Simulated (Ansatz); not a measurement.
**How the gap and the level of N_C in C (Fd-3m) follow the exchange fraction**

Aim: the (+1/0) level of N_C in C (Fd-3m) as a function of the share of exact exchange, with the cost of each choice. The model is a cell of 128 host atoms with 1 C taken out and 1 N put in; the atoms are relaxed once and then held.

Method: plane-wave PAW DFT; relaxations with PBEsol, then single points with PBEsol and PBE0 form with several shares of exact exchange, on supercells at fixed charge in a uniform background, in Ansatz 0.2.0.

## Step 1: Set-up

The cell holds 128 atoms: 127 C and 1 N. Its edges and angles: a = 10.052 Å, b = 10.052 Å, c = 10.052 Å, α = 60.0°, β = 60.0°, γ = 60.0°. It derives from C (space group Fd-3m). Nearest the centre at fractional (0.500, 0.500, 0.500): N85 at 0.00 Å, C84 at 1.54 Å, C78 at 1.54 Å, C54 at 1.54 Å, C86 at 1.54 Å, C55 at 2.51 Å, C61 at 2.51 Å, C53 at 2.51 Å. The cell carries charge +1.

The host's dielectric constants go in as inputs: 5.87 for the electrons alone, 5.87 with the ions, computed on the host (DFPT, PBEsol).

The cell's shortest repeat is 10.1 Å.

## Step 2: Relaxing both charge states, PBEsol

The study needs fixed structures, so each charge is relaxed once, at one point at (¼, ¼, ¼), from small random displacements that break the symmetry of the site.

The input, qp1.relax/input.yaml:

```yaml
crystal:
  lattice:
    - [0.0, 1.77688097, 1.77688097]
    - [1.77688097, 0.0, 1.77688097]
    - [1.77688097, 1.77688097, 0.0]
  atoms:
    - { symbol: C, position: [0.0, 0.0, 0.0] }
    - { symbol: C, position: [0.25, 0.25, 0.25] }
  supercell: [4, 4, 4]
  defects: [{ substitution: { at: 84, symbol: "N" } }]
total_charge: 1
basis:
  ecutwfc: 420
  xc_grid: 2
hamiltonian:
  xc: pbesol
  pseudopotentials: { kind: paw, azcp: { folder: soft_1 }, xc_functional: pbe }
kpoints:
  mp_grid: { grid: [1, 1, 1], shift: [0.25, 0.25, 0.25] }
scf:
  occupations: { method: fixed }
  max_iter: 100
output:
  forces: true
  charged_corrections:
    epsilon: 5.87
    static_epsilon: 5.87
    defect_position: [0.5, 0.5, 0.5]
relax:
  f_tol: 0.015
  max_steps: 60
  random_displacement: { amplitude: 0.04, seed: 283 }
checkpoint:
  write: "../qp1.relax.run"
  compress: false
  write_wavefunctions: true
  write_every: 100000
```

The run is started by

```console
$ ansatz run input.yaml --threads 32 --pin off --max-ram 84787MiB --backend cuda --events-out ev --progress --plain --runs-dir out --max-vram 78GiB
```

Numbers of over 12 decimals in the logs are rounded to 6 here.

The log of the run:

```text
[... repeated set-up lines and file paths are left out, and long positions are rounded to six places ...]
Engine: ansatz 0.2.0, aarch64-unknown-linux-gnu
Pseudopotentials: kind: paw
Pseudopotential: C, paw, valence charge 4, recommended cutoff 420 eV (normal), soft_1/C.paw.azcp
Pseudopotential: N, paw, valence charge 5, recommended cutoff 420 eV (normal), soft_1/N.paw.azcp
Functional definition: PBEsol
  exchange = pbesol_x
  correlation = pbesol_c
[...]
Crystal: 128 atoms, lattice volume = 718.100 Å³
Basis set: ecut = 420 eV, 14163 PW (Γ), exchange–correlation on 144×144×144 points (8 copies of the dense FFT grid, shifted against one another)
Bands: 384, of which v1, the nominal top of the filled ones, is band 256 counted from 1 (255 counted from 0)
Symmetry: 1 space group operations
k-points: 1
Non-local potential: C, projectors of the file, l = 0: 2, l = 1: 2, l = 2: 1
Non-local potential: N, projectors of the file, l = 0: 2, l = 1: 2, l = 2: 1
PAW form: soft (Blöchl's): semilocal exchange-correlation on the pseudo side does not see the compensation charge
PAW frozen core: C, regenerated for the run's functional, and the local potential with it (the file was generated under x = pbe(κ = 0.804, μ = 0.219515), c = pbe(β = 0.066725))
PAW frozen core: N, regenerated for the run's functional, and the local potential with it (the file was generated under x = pbe(κ = 0.804, μ = 0.219515), c = pbe(β = 0.066725))
PAW one-centre angular grid: C, 110 points (default); XC on 64 Gauss nodes
PAW one-centre angular grid: N, 110 points (default); XC on 64 Gauss nodes
Initial density: superposition of atomic densities (chi_scale 0.1, normalization cell, long waves kept (reshape's long-wave potential 0.20 eV rms))
Initial wavefunctions: pseudopotential atomic-orbital guess
[...]
Functional: x = pbesol(κ = 0.804, μ = 0.123457), c = pbesol(β = 0.046)
SCF iter   1: F=—  HF=-31751.244623 eV  |Δ(HF+E_count)|=         —  Δρ=1.42e-1  dr2=1.10e2  Hψ=1305
preconditioner: auto → Resta (q_TF=auto, 2.579 Å⁻¹)  ε∞=4.3  [insulator: Δε(μ)=4.924 eV  Ē_g=17.266 eV  n_scr=180 (ndim 8)  ℏωp=31.4 eV  f_vac=0.000  ε∞_Penn≈4.3]
SCF iter   2: F=—  HF=-31721.560545 eV  |Δ(HF+E_count)|=    2.97e1  Δρ=7.67e-2  dr2=3.14e1  Hψ=661
[...]
SCF iter   7: F=-31709.621948 eV  HF=-31709.621945 eV  |Δ(HF+E_count)|=   7.61e-5  Δρ=3.80e-5  dr2=4.63e-6  Hψ=1202
SCF 1 converged in 7 iterations: F = -31709.621948 eV  dr2 = 4.63e-6
[...]
relax step   1: F+E_penalty+E_count = -31709.62194823 eV  Δ(F+E_penalty+E_count) = +0.000e0 eV  max|allowed force component| = 2.705e0 eV/Å  Δτ_max = 0.0000 Å  (7 SCF iters, dr2 threshold 5.63e-6 eV, accepted)
[...]
relax step   2: F+E_penalty+E_count = -31713.32249745 eV  Δ(F+E_penalty+E_count) = -3.701e0 eV  max|allowed force component| = 1.379e0 eV/Å  Δτ_max = 0.0514 Å  (5 SCF iters, dr2 threshold 1.00e-4 eV, accepted)
[...]
relax step   4: F+E_penalty+E_count = -31714.19911653 eV  Δ(F+E_penalty+E_count) = -1.974e-6 eV  max|allowed force component| = 4.656e-2 eV/Å  Δτ_max = 0.0000 Å  (4 SCF iters, accepted)
[...]
relax step   5: F+E_penalty+E_count = -31714.19993167 eV  Δ(F+E_penalty+E_count) = -8.151e-4 eV  max|allowed force component| = 1.062e-2 eV/Å  Δτ_max = 0.0015 Å  (4 SCF iters, accepted)
[...]
NSCF: frozen V_eff on 1 k-points
[...]
SCF converged after 4 iterations
Free energy (F): -31714.199932 eV
Harris-Foulkes:  -31714.199932 eV  (|F-HF|=1.15e-8)
Internal energy: -31714.199932 eV  (E = F + TS)
E sigma→0 (E₀):  -31714.199932 eV
Fermi energy:    13.320578 eV
--- Per-component energies (eV) ---
  E_band       = 2268.836478
  E_kinetic    = 11544.471668
  E_local      = -7051.323420  (includes V_loc(G=0)·N_el)
  E_nonlocal   = 2946.290443
  E_hartree    = 1683.313829
  E_xc         = -6073.132295
  E_vxc        = -7525.309512  (∫ρ·V_xc dr)
  E_paw        = -12324.893781  (= ΣΔE_a)
  E_vpaw       = -1011.924120  (= ΣTr[D̂ρ^β])
  E_aug_tail   = 0.003459  (compensation charges beyond the density's cutoff)
  E_ewald      = -22441.637696
  E_core_change = 2.707861  (= ΣΔE_core)
  E_smearing   = -0.000000  (= −TS)
  E_closure    = 0.000000  (closes the sum)
  E_deformation_potential = 21.790513  (in the stress; not in F)
  Σ components = -31714.199932   (vs F -31714.199932, Δ=0.00e0)
--- Forces (eV/Å), atoms counted from 1 ---
  atom   1  C     -0.00223655     0.00226723    -0.00053195
  atom   2  C      0.00293385     0.00058187     0.00270639
  [... 4 atoms left out ...]
  [... 122 more lines of this table ...]
  max |Σ_I F_I| component: 3.05e-5 eV/Å
--- Charged-cell corrections in eV (Makov–Payne, q = +1.000 e, ε = 5.870) ---
  F (periodic)     = -31714.199932  (uncorrected; the corrections below are reported, never added to it)
  E_corr1          = +0.395605  (monopole, q²α_M/2εL)
  F Makov-Payne    = -31713.804327  (F + E_corr1; no measured alignment; for a localised charge, not one spread in a band: unchecked)
  no potential alignment in this run, which stands beside a crystal: run the host's input off ansatz write-host-input, and read the two finished runs by ansatz place-levels (neither reads a slab, a wire or a sheet, whose cell leaves a vacuum)
--- Band table (eV) ---
  k-point 0: bands = ["-8.7356", "-7.6795", "-7.0106", "-6.5966", "-6.5964", "-6.3561", "-6.2825", "-6.2824", "-6.1434", "-5.9932", [... rest cut ...]
--- Relaxed structure (5 steps of the walk, 5 accepted, 0 SCFs on fresh bases) ---
  F+E_penalty+E_count = -31714.19993167 eV   max|allowed force component| = 1.062e-2 eV/Å
  atoms:
    - { symbol: C, position: [0.000355, -0.000143, -0.000168] }
    - { symbol: C, position: [0.062909, 0.062387, 0.062386] }
    [... 4 atoms left out ...]
  [... 122 more lines of this table ...]
```

It took 5.1 s on 1 × NVIDIA GB200 with 32 threads of Arm Neoverse V2, shared host; peak memory 1.4 GiB.

The steps of the relaxation:

| step | energy less that of the first step (eV) | largest force component (eV/Å) |
| --- | --- | --- |
| 1 | 0.0000 | 2.7052 |
| 2 | -3.7005 | 1.3790 |
| 3 | -4.5772 | 0.0467 |
| 4 | -4.5772 | 0.0466 |
| 5 | -4.5780 | 0.0106 |

The atoms that moved most (Å, from the sites as typed, ahead of the random displacement, the mean shift of all atoms taken out):

| atom | dx | dy | dz | length |
| --- | --- | --- | --- | --- |
| C86 | 0.008 | 0.008 | 0.008 | 0.014 |
| C54 | 0.006 | -0.007 | -0.007 | 0.011 |
| C84 | -0.006 | -0.007 | 0.006 | 0.011 |
| C78 | -0.006 | 0.006 | -0.007 | 0.011 |
| C77 | 0.001 | -0.008 | 0.001 | 0.008 |
| C53 | -0.008 | 0.001 | 0.001 | 0.008 |
| C83 | 0.001 | 0.001 | -0.008 | 0.008 |
| C87 | -0.001 | -0.001 | -0.007 | 0.007 |

Neighbours of N85 at the end:

| atom | distance (Å) |
| --- | --- |
| C84 | 1.550 |
| C78 | 1.550 |
| C54 | 1.551 |
| C86 | 1.552 |
| C117 | 2.510 |
| C87 | 2.510 |
| C93 | 2.510 |
| C109 | 2.511 |
| C115 | 2.511 |
| C91 | 2.511 |
| C61 | 2.511 |
| C79 | 2.511 |
| C55 | 2.511 |
| C77 | 2.513 |
| C83 | 2.513 |
| C53 | 2.513 |

| charge | moment set (μB) | steps | largest displacement (Å) | time |
| --- | --- | --- | --- | --- |
| 0 | 1 | 10 | 0.24 | 13 s |
| +1 | 0 | 5 | 0.01 | 5.1 s |

The relaxation ends 36 meV an atom lower than the displaced start, with a largest force component of 0.011 eV/Å.

## Step 3: First setting: 0 (PBEsol)

Exact exchange opens the gap of the host. A level of a localised state need not follow either band edge, so its distance to each edge changes. The single points sample a 2×2×2 shifted mesh.

The input, qp1.a0/input.yaml:

```yaml
crystal:
  checkpoint: "../qp1.relax.run"
  host: checkpoint
total_charge: 1
basis:
  ecutwfc: 420
  xc_grid: 2
hamiltonian:
  xc: pbesol
  pseudopotentials: { kind: paw, azcp: { folder: soft_1 }, xc_functional: pbe }
kpoints:
  mp_grid: { grid: [2, 2, 2], shift: [0.5, 0.5, 0.5] }
scf:
  occupations: { method: fixed }
  max_iter: 100
output:
  forces: true
  charged_corrections:
    epsilon: 5.87
    static_epsilon: 5.87
    defect_position: [0.5, 0.5, 0.5]
  eigenvalues: true
  eigenstates: { localisation: true }
checkpoint:
  read: "../qp1.relax.run"
  write: "../qp1.a0.run"
  compress: false
  write_wavefunctions: false
  write_every: 100000
```

The log of the run:

```text
[...]
crystal.checkpoint: the structure is that of <dir>, a `relax` run, at its step 5: its result, under pbesol at a charge of 1 e; 128 atoms read, 0 with a starting moment; crystal.structure_sha256 for this input is
[...]
device memory: the entry about to start is reckoned to put 13.6 GiB on a device that reports 168.0 GiB free (of which the cap on the GPU budget leaves the run 78.0 GiB)
GPU FFT provider: cuFFT
GPU libraries: cuBLAS 13.8.1, cuFFT 12.4.0, cuSOLVER 12.3.2
GPU matrix products: emulated (plane waves: as basis.precision tells), large ones in fixed point in workspaces of 1.00 GiB
Crystal: 128 atoms, lattice volume = 718.100 Å³
Basis set: ecut = 420 eV, 14163 PW (Γ), exchange–correlation on 144×144×144 points (8 copies of the dense FFT grid, shifted against one another)
Bands: 384, of which v1, the nominal top of the filled ones, is band 256 counted from 1 (255 counted from 0)
Symmetry: 1 space group operations
[...]
k-points: 4 of 8 (time reversal used)
[...]
GPU buffer pool allocated for 373248 grid points (all kernels)
GPU transforms: local potential and band sums: pruned to the plane-wave sphere, on 72×72×72
[...]
iter 1 solved again at ethr=4.46e-6 eV; its pass at ethr=3.10e-3 eV (dr2=2.28e-2 eV) is discarded
[...]
SCF iter   6: F=-31718.479171 eV  HF=-31718.479171 eV  |Δ(HF+E_count)|=   3.33e-7  Δρ=4.30e-6  dr2=9.86e-8  Hψ=10684
SCF 1 converged in 6 iterations: F = -31718.479171 eV  dr2 = 9.86e-8
[...]
SCF converged after 6 iterations
Free energy (F): -31718.479171 eV
[...]
Internal energy: -31718.479171 eV  (E = F + TS)
E sigma→0 (E₀):  -31718.479171 eV
Fermi energy:    13.304602 eV
[...]
--- Forces (eV/Å), atoms counted from 1 ---
  atom   1  C      0.03356980     0.03802666     0.03528401
  atom   2  C     -0.03346385    -0.03584064    -0.03369234
  [... 4 atoms left out ...]
  [... 122 more lines of this table ...]
  max |Σ_I F_I| component: 2.71e-5 eV/Å
--- Charged-cell corrections in eV (Makov–Payne, q = +1.000 e, ε = 5.870) ---
[...]
E_corr1          = +0.395605  (monopole, q²α_M/2εL)
[...]
--- Band table (eV) ---
[...]
```

Wall time 3 s (1 × NVIDIA GB200 with 32 threads); peak memory 1.4 GiB; 21 s of CPU time.

The column dr2 measures how far the density is from self-consistency, as an energy; F and HF (Harris–Foulkes) agree once it is small.

Both charges and the host at this setting go to place-levels, which corrects for the image charge and aligns the potentials.

The input, levels.a0.yaml:

```yaml
host:
  run: host.a0.run
states: [q0_M1.a0.run, qp1.a0.run]
geometry_from:
  q0_M1.a0.run: q0_M1.relax.run
  qp1.a0.run: qp1.relax.run
  host.a0.run: host.relax.run
chemical_potentials:
  C:
    energy: -246.668769
    dataset: "<sha256 of the dataset>"
  "N":
    energy: -378.476431
    dataset: "<sha256 of the dataset>"
```

The run is started by

```console
$ ansatz place-levels levels.a0.yaml -- --threads 32 --pin off --max-ram 84787MiB --backend cuda --max-vram 78GiB
```

The log of the run:

```text
(+1/0) 2.823 eV above the valence edge, 1.181 eV under the conduction edge
formation energy of charge +1: +0.859 eV with the Fermi level at the valence edge
formation energy of charge 0: +3.682 eV with the Fermi level at the valence edge
  edges by pbesol, gap 4.004 eV; the host is sampled to repeats of 20.10 Å
  the defect's cells are sampled to repeats of 20.10 Å, like sampling
  charge +1: -31718.0978 eV with its correction of +0.381 eV, at epsilon 5.87, aligned at sites: -0.0142 eV, mean over 41 atomic sites at or beyond 5.03 Å from the defect at [0.5000, 0.5000, 0.5000], with +0.000000 for the charge's moments and without [...]
  charge 0: +0.000 eV for its dipole among its images, +0.000 omitted
  of states[1] (qp1.a0.run): how wide its charge is, is not read beside other atoms or cores, and a band state would take no correction. [...]
```

Elapsed: 0.21 s, on 32 threads.

At this setting the gap is 4.004 eV and (+1/0) lies 2.823 eV above the valence top.

## Step 4: The other settings

From the second setting on only the share changes; the first is PBEsol, whose semilocal part differs from that of the hybrids. The next input; the others follow the same pattern (0.2, 0.25, 0.3 and 0.4):

qp1.a10/input.yaml, as its differences from qp1.a0/input.yaml of step 3:

```diff
@@ -8,4 +8,4 @@
 hamiltonian:
-  xc: pbesol
-  pseudopotentials: { kind: paw, azcp: { folder: soft_1 }, xc_functional: pbe }
+  xc: { preset: pbe0, exx: 0.1 }
+  pseudopotentials: { kind: paw, azcp: { folder: soft_1 } }
 kpoints:
@@ -25,3 +25,3 @@
   read: "../qp1.relax.run"
-  write: "../qp1.a0.run"
+  write: "../qp1.a10.run"
   compress: false
```

## Step 5: Result against cost

Times of the states on 1 × NVIDIA GB200 with 32 threads of Arm Neoverse V2, shared host; the host is run again at each setting:

| share of exact exchange | gap (eV) | (+1/0) above the valence top (eV) | under the conduction bottom (eV) | time, both charge states | time, host and placing | peak memory of a state (GiB) |
| --- | --- | --- | --- | --- | --- | --- |
| 0 (PBEsol) | 4.004 | 2.823 | 1.181 | 9.1 s | 2.2 s | 1.6 |
| 0.1 | 4.874 | 3.231 | 1.643 | 59 s | 34 s | 6.0 |
| 0.2 | 5.630 | 3.620 | 2.010 | 62 s | 34 s | 6.1 |
| 0.25 | 6.012 | 3.816 | 2.196 | 68 s | 42 s | 6.1 |
| 0.3 | 6.397 | 4.013 | 2.384 | 69 s | 39 s | 6.0 |
| 0.4 | 7.174 | 4.411 | 2.763 | 76 s | 43 s | 6.2 |

## Step 6: Outcome

| Item | Value |
| --- | --- |
| (plus 1/0) level, 0 (PBEsol) | 2.82 eV |
| (plus 1/0) level, 0.1 | 3.23 eV |
| (plus 1/0) level, 0.2 | 3.62 eV |
| (plus 1/0) level, 0.25 | 3.82 eV |
| (plus 1/0) level, 0.3 | 4.01 eV |
| (plus 1/0) level, 0.4 | 4.41 eV |
| slope of the gap among the hybrids | 0.77 eV per 0.1 of exact exchange |

What this shows: From a share of 0 (PBEsol) to 0.4 the gap opens from 4.00 to 7.17 eV and (+1/0) moves from 2.82 to 4.41 eV above the valence top. Among the hybrids, by fitted slopes, the level takes 51 % of the gap's opening, between the two edges, as a localised state does. The atoms were held at the semilocal structure, so a distortion that exact exchange would bring is missing. The program warns that hybrid band edges depend on the exchange mesh, which was not varied here; the gaps and slopes may carry that error. Only the charges 0 and +1 were run, each from one start, so (+1/0) need not be a change between stable states. What this leaves open: the structures are those of PBEsol; force components of up to 0.50 eV/Å remain in a run at the final settings.

[Logs are printed without paths, hosts, clocks, repeated set-up lines and the standing remarks that a program may print on its own settings, such as how far it seeks lower states.]

[Hosts, paths, dates, database ids (printed as entryN), source tags and the programs' standing remarks are cut or masked in the printed files.]

[Where a table of states has a column of steps, it counts the stored structures, which are thinned; the runs took as many ionic steps or more.]

[For some hosts the program warned that the k-mesh of the response run may be too coarse for force constants and the static dielectric constant; such warnings are not shown here.]
